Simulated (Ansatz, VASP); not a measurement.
**GaN in VASP and in Ansatz**

Contents of INCAR:

```
SYSTEM = GaN
PREC = Accurate ; ENCUT = 520
EDIFF = 1E-7 ; ISMEAR = 0
SIGMA = 0.01 ; LREAL = .False.
LASPH = .True. ; NELM = 80
ALGO = Normal ; ISIF = 2
LWAVE = .False. ; LCHARG = .False.
GGA = CA ; NBANDS = 26
```

The input KPOINTS:

```
Automatic mesh
0
Gamma
  8 8 4
  0 0 0
```

POSCAR

```
GaN
1.0
    3.2148508677      0.0000000000      0.0000000000
   -1.6074254338      2.7841425208      0.0000000000
    0.0000000000      0.0000000000      5.0877233315
Ga N
2 2
Direct
    0.3333333333      0.6666666667     -0.0031661581
    0.6666666667      0.3333333333      0.4968338419
    0.3333333333      0.6666666667      0.3781661581
    0.6666666667      0.3333333333      0.8781661581
```

Input for Ansatz:

```yaml
crystal:
  lattice:
    - [3.21485086766, 0.0, 0.0]
    - [-1.60742543383, 2.78414252077, 0.0]
    - [0.0, 0.0, 5.08772333147]
  atoms:
    - { symbol: Ga, position: [0.333333333333, 0.666666666667, -0.003166158078] }
    - { symbol: Ga, position: [0.666666666667, 0.333333333333, 0.496833841922] }
    - { symbol: "N", position: [0.333333333333, 0.666666666667, 0.378166158078] }
    - { symbol: "N", position: [0.666666666667, 0.333333333333, 0.878166158078] }
kpoints:
  mp_grid: { grid: [8, 8, 4] }
scf:
  occupations: { method: fixed }
  convergence: { dr2_threshold: 1.0e-10 }
hamiltonian:
  xc: lda
  pseudopotentials: { kind: all_electron, lapw: { basis_error: 0.0005 } }
output:
  forces: true
  stress: true
  eigenstates:
    kpoints:
      - [0.0, 0.0, 0.0]
      - [0.0, 0.0, -0.5]
      - [-0.5, 0.0, 0.0]
      - [-0.5, 0.5, 0.0]
      - [0.0, -0.5, 0.0]
      - [-0.5, 0.0, -0.5]
      - [-0.5, 0.5, -0.5]
      - [0.0, -0.5, -0.5]
  eigenvalues: true
```

Change from the starting cell: film at in-plane strain +0.02.

Alike in both runs: task single point; functional LDA; k mesh 8 × 8 × 4; no spin polarisation.

|  | VASP | Ansatz |
| --- | --- | --- |
| version | VASP 6.6.1 | Ansatz 0.2.0 |
| potentials or method | VASP PAW LDA potentials, release 64 (Ga_d, N) | all-electron LAPW, scalar-relativistic |
| plane-wave cutoff (eV) | 520 | see its input |
| occupations | gaussian, width 0.01 eV | fixed |

|  | VASP | Ansatz | Ansatz less VASP |
| --- | --- | --- | --- |
| gap on the k mesh at the Fermi level (eV) | 1.92 | 1.91 | -0.010 |
| pressure (GPa) | -4.6 | -5.4 | -0.82 |
| largest component of the traceless stress (GPa) | 5.71 | 5.66 | -0.046 |
| rms of the force components (eV/Å) | 0.004 | 0.000 | -0.0032 |

Atom by atom the forces differ by 0.003 eV/Å (rms over components). Ansatz ran all-electron here, so the differences hold the error of VASP's frozen core and of both bases.
